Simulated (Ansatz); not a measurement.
# MoS2 in Ansatz: settings compared

Aim: see how the results for MoS2 move with the level of theory and the settings. Levels: HSE06, PBE0. Tasks: band structure.

All numbers are computed with Ansatz 0.2.0; they aren't measurements. Logs are shortened: lines on timing, memory, paths and dates and some standing lists are left out, and cuts for length are marked.

### 1 The slab as given

The cell holds a slab with vacuum, 6 atoms: a = 3.185 Å, b = 3.185 Å, c = 21.671 Å, α = 90.00°, β = 90.00°, γ = 120.00°.

### 2 Band structure, HSE06

input reads:

```
crystal:
  lattice:
    - [3.184541456, 0.0, 0.0]
    - [-1.592270728, 2.7578938003, 0.0]
    - [0.0, 0.0, 21.67053472]
  atoms:
    - { symbol: Mo, position: [0.3333333333, 0.6666666667, 0.85116023] }
    - { symbol: Mo, position: [0.6666666667, 0.3333333333, 0.14883977] }
    - { symbol: S, position: [0.6666666667, 0.3333333333, 0.77962539] }
    - { symbol: S, position: [0.3333333333, 0.6666666667, 0.077251] }
    - { symbol: S, position: [0.6666666667, 0.3333333333, 0.922749] }
    - { symbol: S, position: [0.3333333333, 0.6666666667, 0.22037461] }
hamiltonian:
  xc: hse06
  pseudopotentials: { kind: paw }
kpoints:
  mp_grid: { grid: [6, 6, 2] }
  band_path:
    path:
      - [[0.0, 0.0, 0.0], [0.5, 0.0, 0.0], [0.3333333333, 0.3333333333, 0.0], [0.0, 0.0, 0.0], [0.0, 0.0, 0.5], [0.5, 0.0, 0.5], [0.3333333333, 0.3333333333, 0.5], [0.0, 0.0, 0.5]]
      - [[0.5, 0.0, 0.5], [0.5, 0.0, 0.0]]
      - [[0.3333333333, 0.3333333333, 0.0], [0.3333333333, 0.3333333333, 0.5]]
    npoints: 4
scf:
  occupations: { method: fermi_dirac, width: 0.05 }
  n_extra_bands: 15
output:
  forces: true
  stress: true
  eigenvalues: true
  fatbands: false
```

Potentials or basis: Ansatz PAW.

Log:

```text
Warning: output.stress: scf.convergence.dr2_threshold = 1e-7 eV (the SCF's general default) is looser than the 6e-10 eV advised for a printed stress (1e-10 eV for each atom of the cell: 6). What an SCF threshold leaves in a stress goes as its square root, and in the free energy as the threshold itself, and one threshold admits the most on a small cell: of the crystals measured, under no hybrid functional and no lock of the moments, on runs that ended without the residual-converged pass, on stresses that held no estimate of that error, the worst erred by over 100 MPa in a component at 1e-7 eV an atom and by under 5 at 1e-10. Set scf.convergence.dr2_threshold to 6e-10 eV or tighter. The threshold is an SCF's pass mark: one that does not reach it within its budget of iterations ends unconverged, or closes short of it on a stop that the run arms, and scf.convergence.dr2_threshold's page says what that costs each kind of run
Warning: output.stress: scf.exx.energy_threshold = 1e-6 eV is looser than the 6e-8 eV advised for a stress under a hybrid functional (1e-8 eV for each atom of the cell: 6). Every SCF of the exchange loop can meet its threshold on dr2 while the loop round them stops early: no threshold on dr2 bounds what that leaves in the stress. Set scf.exx.energy_threshold to 6e-8 eV or tighter. The threshold is the loop's pass mark: a loop that does not reach it within its budget of cycles ends unconverged, and scf.exx.energy_threshold's page has the law
scf.n_extra_bands = 15 over 26 filled bands (N_el = 52.0): the run solves 41 bands
GPUs: using 1 of 1 available (devices: 1).
Engine: ansatz 0.2.0, x86_64-unknown-linux-gnu
Pseudopotentials: kind: paw
Pseudopotential: Mo, paw, valence charge 14, recommended cutoff 420 eV (normal), Mo.paw.azcp
Pseudopotential: S, paw, valence charge 6, recommended cutoff 420 eV (normal), S.paw.azcp
Functional definition: HSE06
  parameter a = 0.25
  parameter omega = 0.11/bohr
  exchange = pbe_x - a*pbe_x_sr(omega) + a*exact_x_sr(omega)
  correlation = pbe_c
device memory: the entry about to start is reckoned to put 2.1 GiB on a device that reports 60.0 GiB free (of which the cap on the GPU budget leaves the run 18.0 GiB)
GPU FFT provider: cuFFT
GPU libraries: cuBLAS 13.8.2, cuFFT 12.4.0, cuSOLVER 12.3.4
Crystal: 6 atoms, lattice volume = 190.324 Å³
Basis set: ecut = 420 eV, 3721 PW (Γ), exchange–correlation on 48×48×300 points (8 copies of the dense FFT grid, shifted against one another)
Bands: 41, of which v1, the nominal top of the filled ones, is band 26 counted from 1 (25 counted from 0)
Symmetry: 12 space group operations
Space group: P-3m1 (ITA 164), of the structure as read, at distance tolerance 5.8e-5 Å
k-points: 14 of 72
Non-local potential: Mo, projectors of the file, l = 0: 3, l = 1: 2, l = 2: 2, l = 3: 1
Non-local potential: S, projectors of the file, l = 0: 2, l = 1: 2, l = 2: 2
PAW form: soft (Blöchl's): semilocal exchange-correlation on the pseudo side does not see the compensation charge
[... 57 lines left out ...]
hybrid outer 2: dexx = +1.152e-6 eV, tail = 1.68e-8 eV, Δε = 1.99e-3 eV (about 5.36e-5 eV left of the loop's levels), ΔF = 2.81e-3 eV/Å (tail 4.77e-4)
device memory: the entry about to start is reckoned to put 1.4 GiB on a device that reports 51.4 GiB free (of which the cap on the GPU budget leaves the run 18.0 GiB)
NSCF: frozen V_eff on 39 k-points, pencils in batches of 32, up to order 184
hybrid SCF converged: 2 outer / 16 inner (+5 warm-up), last move |dexx| = 1.15e-6 eV, tail = 1.68e-8 eV
Stability not checked: this state was not tested for a lower state beside it, because the functional holds exact exchange (a hybrid, or Hartree-Fock), whose exchange loop this test does not read (fock_operator; see scf.lower_state_search)
Free energy (F): -13531.630224 eV
Frozen-core exchange: fock
Harris-Foulkes:  -13531.630224 eV  (|F-HF|=6.55e-10)
Internal energy: -13531.630223 eV  (E = F + TS)
E sigma→0 (E₀):  -13531.630223 eV
Fermi energy:    3.937176 eV
--- Per-component energies (eV) ---
  E_band       = -771.732633
  E_kinetic    = 1306.697382
  E_local      = -24629.154643  (includes V_loc(G=0)·N_el)
  E_nonlocal   = 393.894929
  E_hartree    = 11676.088845
  E_xc         = -606.632516
  E_vxc        = -645.814971  (∫ρ·V_xc dr)
  E_exx        = -128.720726  (= α·E_x^exact, valence–valence)
  E_paw        = -8827.718311  (= ΣΔE_a)
  E_vpaw       = -292.091033  (= ΣTr[D̂ρ^β])
  E_aug_tail   = 0.000086  (compensation charges beyond the density's cutoff)
  E_ewald      = 7285.166613
  E_core_change = -1.251883  (= ΣΔE_core)
  E_smearing   = -0.000000  (= −TS)
  E_closure    = 0.000000  (closes the sum)
  Σ components = -13531.630224   (vs F -13531.630224, Δ=0.00e0)
--- Forces (eV/Å), atoms counted from 1 ---
  atom   1  Mo     0.00000000     0.00000000     0.00330484
  atom   2  Mo     0.00000000    -0.00000000    -0.00330484
  atom   3  S      0.00000000    -0.00000000     0.27721152
  atom   4  S      0.00000000     0.00000000     0.33170825
  atom   5  S      0.00000000    -0.00000000    -0.33170825
  atom   6  S      0.00000000     0.00000000    -0.27721152
  max |Σ_I F_I| component: 1.16e-18 eV/Å
--- Stress (GPa, compression-positive) ---
       -2.252681       0.000000       0.000000
        0.000000      -2.252681       0.000000
        0.000000       0.000000      -1.314281
  P = ⅓ Tr σ = -1.9399 GPa (-19.399 kbar)
--- Band table (eV; the first three rows and the last of 14) ---
  k-point 0: bands = ["-62.1293", "-62.1293", "-34.8597", "-34.8597", "-34.6161", "-34.6161", "-34.6161", "-34.6161", "-13.0200", "-12.9425", "-11.5516", "-11.4196", "-3.8526", "-3.4806", "-0.3506", "-0.3506", "-0.3468", "-0.3468", "0.2592", "0.9885", "0.9885", "1.0012", "1.0012", "1.1222", "2.5827", "3.1011", "6.2416", "6.2416", "6.2508", "6.2508", "6.4956", "6.4956", "6.5459", "6.5459", "8.7001", "9.0733", "9.7227", "9.8503", "10.7237", "12.5887", "12.6217"]
  k-point 1: bands = ["-62.1293", "-62.1293", "-34.8598", "-34.8597", "-34.6161", "-34.6161", "-34.6161", "-34.6161", "-13.0200", "-12.9425", "-11.5516", "-11.4196", "-3.8526", "-3.4806", "-0.3506", "-0.3506", "-0.3468", "-0.3468", "0.2592", "0.9885", "0.9885", "1.0012", "1.0012", "1.1221", "2.5828", "3.1011", "6.2416", "6.2416", "6.2508", "6.2508", "6.4956", "6.4956", "6.5459", "6.5459", "8.7068", "9.0547", "9.7915", "9.7969", "10.7286", "12.3388", "12.6686"]
  k-point 2: bands = ["-62.1181", "-62.1181", "-34.8373", "-34.8372", "-34.7318", "-34.7318", "-34.6425", "-34.6425", "-12.5825", "-12.5072", "-11.3730", "-11.2573", "-3.3873", "-3.0287", "-1.1866", "-1.1654", "-0.7402", "-0.4189", "0.1047", "0.1145", "0.3691", "0.3860", "1.2631", "1.6257", "2.3248", "2.5327", "5.6579", "5.8849", "6.0411", "6.0426", "6.1092", "6.2072", "6.9039", "6.9445", "9.2717", "9.6539", "11.0420", "11.4914", "11.5448", "12.7892", "13.0214"]
  k-point 13: bands = ["-62.0785", "-62.0785", "-34.9476", "-34.9476", "-34.9123", "-34.9123", "-34.7576", "-34.7576", "-10.6217", "-10.6217", "-10.5328", "-10.5328", "-3.3868", "-3.3396", "-2.5158", "-2.5158", "-1.8801", "-1.8051", "-1.3962", "-1.3962", "-0.5437", "-0.5437", "0.2445", "0.2445", "2.7051", "2.7550", "4.8425", "4.8425", "6.4541", "6.8436", "7.1033", "7.1033", "8.6262", "8.6262", "10.4931", "11.2418", "11.4020", "11.4020", "13.2740", "13.2740", "14.5781"]
```

Wall time 1.8 min (1 × NVIDIA H100 80GB HBM3 with 2 threads of AMD EPYC 7R13 (Zen 3), shared host); peak memory 3.3 GiB.

Results:

```yaml
Free_energy: -13531.6302 eV
Largest_force: 0.332 eV/Å
Band_gap_on_the_k_mesh: 1.74 eV, indirect (least direct gap 2.09 eV)
Band_gap_along_the_path: 1.74 eV, indirect (least direct gap 2.09 eV)
```

Forces in eV/Å, atoms in the order of the input:
```
Mo   0.000  0.000  0.003
Mo   0.000  0.000 -0.003
S    0.000  0.000  0.277
S    0.000  0.000  0.332
S    0.000  0.000 -0.332
S    0.000  0.000 -0.277
```

Levels at the corners of the path, in eV from the valence-band top:
```csv
point,band 24,band 25,band 26,band 27,band 28,band 29
Γ,-1.98,-0.52,0.00,3.14,3.14,3.15
M,-1.56,-1.16,-1.13,2.52,2.53,3.05
K,-2.86,-0.40,-0.35,1.74,1.74,3.35
Γ,-1.98,-0.52,0.00,3.14,3.14,3.15
A,-1.98,-0.52,0.00,3.14,3.14,3.15
L,-1.56,-1.16,-1.13,2.52,2.53,3.05
H,-2.86,-0.40,-0.35,1.74,1.74,3.35
A,-1.98,-0.52,0.00,3.14,3.14,3.15
L,-1.56,-1.16,-1.13,2.52,2.53,3.05
M,-1.56,-1.16,-1.13,2.52,2.53,3.05
K,-2.86,-0.40,-0.35,1.74,1.74,3.35
H,-2.86,-0.40,-0.35,1.74,1.74,3.35
```

Caveat: the PAW data sets come from PBE, with cores solved anew for the run's functional, which leaves a small shift of forces and pressure; the thresholds are loose for stress.

### 3 Band structure, PBE0

input: that of step 2 with these lines changed.

```diff
@@ -13,3 +13,3 @@
 hamiltonian:
-  xc: hse06
+  xc: pbe0
   pseudopotentials: { kind: paw }
```

Potentials or basis: Ansatz PAW.

Wall time 1.8 min (1 × NVIDIA H100 80GB HBM3 with 2 threads of AMD EPYC 7R13 (Zen 3), shared host); peak memory 3.3 GiB.

The run converged. Its results:

* Free energy: -13531.5913 eV
* Largest force: 0.324 eV/Å
* Band gap on the k mesh: 2.41 eV, indirect (least direct gap 2.75 eV)
* Band gap along the path: 2.41 eV, indirect (least direct gap 2.75 eV)

Forces in eV/Å, atoms in the order of the input:
```
Mo   0.000  0.000  0.004
Mo   0.000  0.000 -0.004
S    0.000  0.000  0.271
S    0.000  0.000  0.324
S    0.000  0.000 -0.324
S    0.000  0.000 -0.271
```

Stress tensor (GPa, compression positive):
```
-2.32  0.00  0.00
 0.00 -2.32  0.00
 0.00  0.00 -1.29
```

Levels at the corners of the path, in eV from the valence-band top:
```csv
point,band 23,band 24,band 25,band 26,band 27,band 28,band 29,band 30
Γ,-2.12,-2.02,-0.54,0.00,3.84,3.84,3.86,3.86
M,-1.64,-1.58,-1.18,-1.14,3.21,3.23,3.77,3.86
K,-2.90,-2.90,-0.39,-0.34,2.41,2.41,4.06,4.46
Γ,-2.12,-2.02,-0.54,0.00,3.84,3.84,3.86,3.86
A,-2.12,-2.02,-0.54,0.00,3.84,3.84,3.86,3.86
L,-1.64,-1.58,-1.18,-1.14,3.21,3.23,3.77,3.86
H,-2.90,-2.90,-0.39,-0.34,2.41,2.41,4.06,4.46
A,-2.12,-2.02,-0.54,0.00,3.84,3.84,3.86,3.86
L,-1.64,-1.58,-1.18,-1.14,3.21,3.23,3.77,3.86
M,-1.64,-1.58,-1.18,-1.14,3.21,3.23,3.77,3.86
K,-2.90,-2.90,-0.39,-0.34,2.41,2.41,4.06,4.46
H,-2.90,-2.90,-0.39,-0.34,2.41,2.41,4.06,4.46
```

Caveat: the PAW data sets come from PBE, with cores solved anew for the run's functional, which leaves a small shift of forces and pressure; the thresholds are loose for stress.
